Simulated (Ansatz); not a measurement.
# Te (R-3m) in Ansatz: relaxation of cell and atoms with PBEsol

Aim: the relaxation of cell and atoms of Te with PBEsol.

Program: Ansatz 0.2.0. These are calculated values, not measurements. Logs are shortened: lines on timing, memory, paths and dates and some standing lists are left out, and cuts for length are marked.

## (1) Starting point

The structure is trigonal, space group R-3m (No. 166). The conventional cell has a = 4.612 Å, b = 4.612 Å, c = 5.073 Å, α = 90.00°, β = 90.00°, γ = 120.00°. Te (site symmetry -3m) is surrounded by 6 Te at 3.15 Å.

This isn't the form of Te at room conditions, which is trigonal, of chains.

## (2) Relaxation of cell and atoms, PBEsol

The input, input.yaml:

```yaml
crystal:
  lattice:
    - [2.3059043427, 1.331314493, 1.6909537039]
    - [-2.3059043427, 1.331314493, 1.6909537039]
    - [0.0, -2.662628986, 1.6909537039]
  atoms:
    - { symbol: Te, position: [0.5, 0.5, 0.5] }
hamiltonian:
  xc: pbesol
  pseudopotentials: { kind: paw }
kpoints:
  mp_grid: { grid: [7, 7, 7] }
scf:
  occupations: { method: fermi_dirac, width: 0.05 }
output:
  forces: true
  stress: true
  eigenvalues: true
relax:
  f_tol: 0.01
  max_steps: 40
  cell: { stress_tol: 0.05 }
```

Potentials or basis: Ansatz PAW.

The run is started by

```sh
$ ansatz run input.yaml --threads 2 --pin off --max-ram 5632MiB --backend cpu --events-out ev --progress --plain --runs-dir out
```

What it wrote:

```text
Warning: RAYON_NUM_THREADS=2 ignored (pool sized by the plan → 2); use --threads N
Engine: ansatz 0.2.0, aarch64-unknown-linux-gnu
Pseudopotentials: kind: paw
Pseudopotential: Te, paw, valence charge 16, recommended cutoff 420 eV (normal), Te.paw.azcp
Functional definition: PBEsol
  exchange = pbesol_x
  correlation = pbesol_c
Crystal: 1 atoms, lattice volume = 31.146 Å³
Basis set: ecut = 420 eV, 611 PW (Γ), exchange–correlation on 48×48×48 points (8 copies of the dense FFT grid, shifted against one another)
Bands: 12, of which v1, the nominal top of the filled ones, is band 8 counted from 1 (7 counted from 0)
Symmetry: 12 space group operations
Space group: R-3m (ITA 166), of the structure as read, at distance tolerance 3.1e-5 Å
k-points: 44 of 343
Non-local potential: Te, projectors of the file, l = 0: 2, l = 1: 2, l = 2: 2, l = 3: 2
PAW form: soft (Blöchl's): semilocal exchange-correlation on the pseudo side does not see the compensation charge
PAW frozen core: Te, regenerated for the run's functional, and the local potential with it (the file was generated under x = pbe(κ = 0.804, μ = 0.2195149727645171), c = pbe(β = 0.06672455060314922))
PAW one-centre angular grid: Te, 590 points (default); XC on 64 Gauss nodes
Initial density: superposition of atomic densities (neutral atoms: chi_scale 0, normalization atom), corrected by the library's trained network
Initial wavefunctions: pseudopotential atomic-orbital guess
Functional: x = pbesol(κ = 0.804, μ = 0.12345679012345678), c = pbesol(β = 0.046)
SCF iter   1: F=—  HF=-6901.458783 eV  |F-HF|=—  |Δ(HF+E_count)|=         —  Δρ=1.68e-3  dr2=4.47e-4  ethr=1.77e-3  ⟨swp⟩=5.5  Hψ=3259  notcnv=0
preconditioner: auto → LDOS  [insulator: Δε(μ)=0.201 eV  Ē_g=12.252 eV  σ=0.050 eV  W_gap=0.58  n_scr=6 (ndim 8)  ℏωp=16.3 eV  f_vac=0.012  D(μ)=0.71/eV (n_scr^D=6)  ε∞_Penn≈2.8  β→1.0]
SCF iter   2: F=—  HF=-6901.457811 eV  |F-HF|=—  |Δ(HF+E_count)|=   9.71e-4  Δρ=5.51e-4  dr2=5.90e-5  ethr=2.80e-6  ⟨swp⟩=2.2  Hψ=1396  notcnv=0  defer=1
preconditioner: auto → none  [insulator: Δε(μ)=0.201 eV  Ē_g=12.256 eV  σ=0.050 eV  W_gap=0.58  n_scr=6 (ndim 8)  ℏωp=16.3 eV  f_vac=0.009  D(μ)=0.71/eV (n_scr^D=6)  ε∞_Penn≈2.8  β→0.5]
SCF iter   3: F=—  HF=-6901.457761 eV  |F-HF|=—  |Δ(HF+E_count)|=   5.04e-5  Δρ=1.44e-4  dr2=5.81e-6  ethr=3.69e-7  ⟨swp⟩=2.0  Hψ=882  notcnv=0  defer=1
SCF iter   4: F=—  HF=-6901.457763 eV  |F-HF|=—  |Δ(HF+E_count)|=   1.64e-6  Δρ=4.16e-5  dr2=6.21e-7  ethr=3.63e-8  ⟨swp⟩=2.0  Hψ=857  notcnv=0  defer=1
iter 5 did not close the SCF: its close was put off for the readings that it lacked (scf_convergence_deferred on its scf_iter line)
SCF iter   5: F=-6901.457762 eV  HF=-6901.457762 eV  |F-HF|=1.23e-7  |Δ(HF+E_count)|=   3.95e-7  Δρ=1.59e-5  dr2=9.43e-8  ethr=3.88e-9  ⟨swp⟩=2.3  Hψ=838  notcnv=0  defer=1
SCF iter   6: F=-6901.457762 eV  HF=-6901.457762 eV  |F-HF|=1.44e-10  |Δ(HF+E_count)|=   7.10e-8  Δρ=6.38e-7  dr2=1.35e-10  ethr=5.90e-10  ⟨swp⟩=3.4  Hψ=2320  notcnv=0
SCF 1 converged in 6 iterations: F = -6901.457762 eV  dr2 = 1.35e-10
relax step   1: F+E_penalty+E_count = -6901.45776223 eV  Δ(F+E_penalty+E_count) = +0.000e0 eV  max|allowed force component| = 0.000e0 eV/Å  Δτ_max = 0.0000 Å  P = -0.461 GPa  Ω = 31.146 Å³  (6 SCF iters, dr2 threshold 1.00e-7 eV, accepted)
Crystal: 1 atoms, lattice volume = 30.793 Å³
Initial density: handed on by an earlier stage of this run
Initial wavefunctions: those handed on with the density
iter 1 solved again at ethr=3.31e-7 eV; its pass at ethr=3.10e-3 eV (dr2=5.30e-5 eV) is discarded
SCF iter   1: F=—  HF=-6901.458725 eV  |F-HF|=—  |Δ(HF+E_count)|=         —  Δρ=3.29e-4  dr2=4.73e-5  ethr=3.31e-7  ⟨swp⟩=3.0  Hψ=4604  notcnv=0
preconditioner: auto → none  [insulator: Δε(μ)=0.212 eV  Ē_g=12.315 eV  σ=0.050 eV  W_gap=0.53  n_scr=6 (ndim 8)  ℏωp=16.4 eV  f_vac=0.008  D(μ)=0.65/eV (n_scr^D=0)  ε∞_Penn≈2.8]
SCF iter   2: F=—  HF=-6901.458717 eV  |F-HF|=—  |Δ(HF+E_count)|=   7.82e-6  Δρ=1.39e-4  dr2=6.92e-6  ethr=2.96e-7  ⟨swp⟩=1.8  Hψ=643  notcnv=0
SCF iter   3: F=—  HF=-6901.458717 eV  |F-HF|=—  |Δ(HF+E_count)|=   6.32e-7  Δρ=1.82e-5  dr2=1.01e-7  ethr=4.33e-8  ⟨swp⟩=1.3  Hψ=555  notcnv=0
SCF iter   4: F=-6901.458717 eV  HF=-6901.458717 eV  |F-HF|=5.09e-11  |Δ(HF+E_count)|=   5.42e-8  Δρ=3.91e-6  dr2=3.36e-9  ethr=6.25e-10  ⟨swp⟩=5.8  Hψ=2400  notcnv=0
SCF 2 converged in 4 iterations: F = -6901.458717 eV  dr2 = 3.36e-9
relax step   2: F+E_penalty+E_count = -6901.45871662 eV  Δ(F+E_penalty+E_count) = -9.544e-4 eV  max|allowed force component| = 0.000e0 eV/Å  Δτ_max = 0.0000 Å  P = +0.276 GPa  Ω = 30.793 Å³  energy of the carried Pulay correction = +6.707e-5 eV  (4 SCF iters, dr2 threshold 1.00e-7 eV, accepted)
Crystal: 1 atoms, lattice volume = 30.896 Å³
iter 1 solved again at ethr=2.31e-8 eV; its pass at ethr=3.10e-3 eV (dr2=3.69e-6 eV) is discarded
SCF iter   1: F=—  HF=-6901.459092 eV  |F-HF|=—  |Δ(HF+E_count)|=         —  Δρ=1.28e-4  dr2=3.26e-6  ethr=2.31e-8  ⟨swp⟩=3.0  Hψ=4588  notcnv=0
preconditioner: auto → none  [metal: Δε(μ)=0.177 eV  Ē_g=12.299 eV  σ=0.050 eV  W_gap=0.48  n_scr=6 (ndim 8)  ℏωp=16.4 eV  f_vac=0.009  D(μ)=0.63/eV (n_scr^D=0)]
SCF iter   2: F=—  HF=-6901.459095 eV  |F-HF|=—  |Δ(HF+E_count)|=   3.03e-6  Δρ=5.67e-5  dr2=5.76e-7  ethr=2.04e-8  ⟨swp⟩=1.0  Hψ=528  notcnv=0
SCF iter   3: F=-6901.459095 eV  HF=-6901.459095 eV  |F-HF|=4.30e-9  |Δ(HF+E_count)|=   1.49e-7  Δρ=6.36e-6  dr2=7.75e-9  ethr=6.25e-10  ⟨swp⟩=4.4  Hψ=2642  notcnv=0
SCF 3 converged in 3 iterations: F = -6901.459095 eV  dr2 = 7.75e-9
relax step   3: F+E_penalty+E_count = -6901.45909470 eV  Δ(F+E_penalty+E_count) = -3.781e-4 eV  max|allowed force component| = 0.000e0 eV/Å  Δτ_max = 0.0000 Å  P = +0.131 GPa  Ω = 30.896 Å³  energy of the carried Pulay correction = +4.801e-5 eV  (3 SCF iters, dr2 threshold 1.00e-7 eV, accepted)
Crystal: 1 atoms, lattice volume = 30.985 Å³
iter 1 solved again at ethr=1.76e-8 eV; its pass at ethr=3.10e-3 eV (dr2=2.82e-6 eV) is discarded
SCF iter   1: F=—  HF=-6901.459172 eV  |F-HF|=—  |Δ(HF+E_count)|=         —  Δρ=1.04e-4  dr2=2.12e-6  ethr=1.76e-8  ⟨swp⟩=3.0  Hψ=4514  notcnv=0
preconditioner: auto → none  [metal: Δε(μ)=0.052 eV  Ē_g=12.271 eV  σ=0.050 eV  W_gap=0.25  n_scr=6 (ndim 8)  ℏωp=16.3 eV  f_vac=0.009  D(μ)=0.63/eV (n_scr^D=0)]
SCF iter   2: F=—  HF=-6901.459175 eV  |F-HF|=—  |Δ(HF+E_count)|=   3.31e-6  Δρ=4.69e-5  dr2=3.95e-7  ethr=1.33e-8  ⟨swp⟩=1.0  Hψ=528  notcnv=0
SCF iter   3: F=-6901.459175 eV  HF=-6901.459175 eV  |F-HF|=2.64e-9  |Δ(HF+E_count)|=   1.22e-7  Δρ=4.91e-6  dr2=4.71e-9  ethr=6.25e-10  ⟨swp⟩=6.4  Hψ=2444  notcnv=0
SCF 4 converged in 3 iterations: F = -6901.459175 eV  dr2 = 4.71e-9
relax step   4: F+E_penalty+E_count = -6901.45917536 eV  Δ(F+E_penalty+E_count) = -8.066e-5 eV  max|allowed force component| = 0.000e0 eV/Å  Δτ_max = 0.0000 Å  P = +0.002 GPa  Ω = 30.985 Å³  energy of the carried Pulay correction = +3.140e-5 eV  (3 SCF iters, dr2 threshold 1.00e-7 eV, accepted)
Initial wavefunctions: pseudopotential atomic-orbital guess (no wavefunctions were taken with the density)
iter 1 solved again at ethr=9.65e-8 eV; its pass at ethr=3.10e-3 eV (dr2=1.54e-5 eV) is discarded
SCF iter   1: F=—  HF=-6901.459105 eV  |F-HF|=—  |Δ(HF+E_count)|=         —  Δρ=1.32e-4  dr2=1.31e-7  ethr=9.65e-8  ⟨swp⟩=3.2  Hψ=4684  notcnv=0
preconditioner: auto → none  [metal: Δε(μ)=0.053 eV  Ē_g=12.271 eV  σ=0.050 eV  W_gap=0.25  n_scr=6 (ndim 8)  ℏωp=16.3 eV  f_vac=0.009  D(μ)=0.63/eV (n_scr^D=0)]
SCF iter   2: F=—  HF=-6901.459136 eV  |F-HF|=—  |Δ(HF+E_count)|=   3.09e-5  Δρ=6.61e-5  dr2=3.21e-8  ethr=8.16e-10  ⟨swp⟩=2.1  Hψ=668  notcnv=0
SCF iter   3: F=—  HF=-6901.459145 eV  |F-HF|=—  |Δ(HF+E_count)|=   8.99e-6  Δρ=1.50e-6  dr2=1.93e-10  ethr=2.01e-10  ⟨swp⟩=1.9  Hψ=588  notcnv=0
SCF iter   4: F=-6901.459145 eV  HF=-6901.459145 eV  |F-HF|=1.82e-11  |Δ(HF+E_count)|=   3.66e-9  Δρ=1.65e-7  dr2=3.50e-12  ethr=1.00e-12  ⟨swp⟩=7.7  Hψ=2959  notcnv=0
SCF 5 converged in 4 iterations: F = -6901.459145 eV  dr2 = 3.50e-12
relax step   5: F+E_penalty+E_count = -6901.45914534 eV  Δ(F+E_penalty+E_count) = +3.002e-5 eV  max|allowed force component| = 0.000e0 eV/Å  Δτ_max = 0.0000 Å  P = +0.002 GPa  Ω = 30.985 Å³  stress off target by 4.38e-3 GPa  SCF on the basis re-selected at this cell (its energy is not comparable with the rows above)  (4 SCF iters)
basis re-selected at this cell: Δ(F+E_penalty+E_count) = +3.002e-5 eV, ΔP = -0.000 GPa vs the last step (what re-selecting the basis moved, of the pressure what is left beyond the Pulay correction that the steps carried, after the strain that the cell walked since its last selection, with what the two solves' SCF thresholds leave and, on support functions, any second-order correction that the steps lacked; it is no measure of the basis error at this ecutwfc). This SCF's stress stands 4.38e-3 GPa from its target on what of the cell is left free (relax.cell.stress_tol is 5.00e-2 GPa) and its largest allowed force component is 0.00e0 eV/Å (relax.f_tol is 1.00e-2 eV/Å): within both
SCF converged after 4 iterations
Free energy (F): -6901.459145 eV
Harris-Foulkes:  -6901.459145 eV  (|F-HF|=1.82e-11)
Internal energy: -6901.454185 eV  (E = F + TS)
E sigma→0 (E₀):  -6901.456665 eV
Entropy (-TS):   -0.004960 eV (-4.960 meV/atom)
Fermi energy:    10.185256 eV
--- Per-component energies (eV) ---
  E_band       = -247.479028
  E_kinetic    = 180.789928
  E_local      = -1165.401462  (includes V_loc(G=0)·N_el)
  E_nonlocal   = -308.114690
  E_hartree    = 764.532180
  E_xc         = -123.519173
  E_vxc        = -104.320200  (∫ρ·V_xc dr)
  E_paw        = -4584.247362  (= ΣΔE_a)
  E_vpaw       = -379.496762  (= ΣTr[D̂ρ^β])
  E_aug_tail   = -0.000179  (compensation charges beyond the density's cutoff)
  E_ewald      = -1665.868243
  E_core_change = 0.374815  (= ΣΔE_core)
  E_smearing   = -0.004960  (= −TS)
  E_closure    = -0.000000  (closes the sum)
  Σ components = -6901.459145   (vs F -6901.459145, Δ=0.00e0)
--- Forces (eV/Å), atoms counted from 1 ---
  atom   1  Te     0.00000000    -0.00000000    -0.00000000
  max |Σ_I F_I| component: 2.62e-29 eV/Å
--- Stress (GPa, compression-positive) ---
        0.004384       0.000000       0.000000
        0.000000       0.004384       0.000000
        0.000000       0.000000      -0.004031
  P = ⅓ Tr σ = 0.0016 GPa (0.016 kbar)
--- Band table (eV; the first three rows and the last of 44) ---
  k-point 0: bands = ["-27.3284", "-27.3284", "-27.2588", "-27.2588", "-27.2415", "-3.9489", "11.1171", "11.4796", "11.4796", "16.2257", "16.2257", "16.6576"]
  k-point 1: bands = ["-27.3282", "-27.3154", "-27.2620", "-27.2598", "-27.2433", "-3.6943", "9.0905", "11.4624", "11.6977", "16.4695", "16.7790", "19.1560"]
  k-point 2: bands = ["-27.3278", "-27.2870", "-27.2691", "-27.2631", "-27.2454", "-2.9967", "6.0635", "12.0120", "12.2575", "17.1487", "17.6078", "21.8462"]
  k-point 43: bands = ["-27.2977", "-27.2977", "-27.2739", "-27.2210", "-27.2209", "1.3532", "6.7958", "7.0095", "7.4629", "14.2289", "14.4005", "15.4220"]
--- Relaxed structure (4 steps of the walk, 4 accepted, 1 SCFs on fresh bases) ---
  F+E_penalty+E_count = -6901.45914534 eV   max|allowed force component| = 0.000e0 eV/Å   (the final SCF, on the basis selected at the relaxed cell)
  cell:  # Å, volume = 30.9852 Å³
    - [2.282622295585799, 1.3178725968147025, 1.7167072044409606]
    - [-2.282622295585799, 1.3178725968147025, 1.7167072044409606]
    - [9.637215020198162e-19, -2.635745193629405, 1.7167072044409606]
  atoms:
    - { symbol: Te, position: [0.5, 0.5, 0.5] }
```

It took 3.4 s on 2 threads of Arm Neoverse V1, shared host; peak memory 0.29 GiB.

Results:

* Free energy: -6901.4591 eV
* Relaxed volume: 30.99 Å³/atom
* Relaxed cell: a = 3.146 Å, b = 3.146 Å, c = 3.146 Å, α = 93.05°, β = 93.05°, γ = 93.05°
* Space group after relaxing (to 0.05 Å): R-3m (No. 166)
* Energy gained by relaxing: 1.4 meV/atom
* Ionic steps: 5
* Pressure after relaxing: 0.0 GPa
* Band gap on the k mesh: none (metal or under the smearing width)

Step by step:
| step | energy change (eV) | largest force (eV/Å) | volume (Å³) |
| --- | --- | --- | --- |
| 1 | 0.0000 | 0.0000 | 31.15 |
| 2 | -0.0010 | 0.0000 | 30.79 |
| 3 | -0.0013 | 0.0000 | 30.90 |
| 4 | -0.0014 | 0.0000 | 30.99 |
| 5 | -0.0014 | 0.0000 | 30.99 |

Final structure:
```cif
data_structure
_symmetry_space_group_name_H-M 'P 1'
_symmetry_Int_Tables_number 1
_cell_length_a 3.1455
_cell_length_b 3.1455
_cell_length_c 3.1455
_cell_angle_alpha 93.050
_cell_angle_beta 93.050
_cell_angle_gamma 93.050
_cell_volume 30.99
loop_
_atom_site_label
_atom_site_type_symbol
_atom_site_fract_x
_atom_site_fract_y
_atom_site_fract_z
_atom_site_occupancy
Te1 Te 0.50000 0.50000 0.50000 1
```

Levels at points of the mesh, in eV from the Fermi level:
| k point | band 4 | band 5 | band 6 | band 7 | band 8 | band 9 | band 10 | band 11 | band 12 |
| --- | --- | --- | --- | --- | --- | --- | --- | --- | --- |
| (0.00, 0.00, 0.00) | -37.44 | -37.43 | -14.13 | 0.93 | 1.29 | 1.29 | 6.04 | 6.04 | 6.47 |

Caveat: the plane-wave basis is chosen anew once the cell has moved, so the energies of steps on either side of that aren't comparable; the PAW data sets come from PBE, with cores solved anew for the run's functional, which leaves a small shift of forces and pressure. Spin-orbit coupling is left out, which matters for the levels of Te.
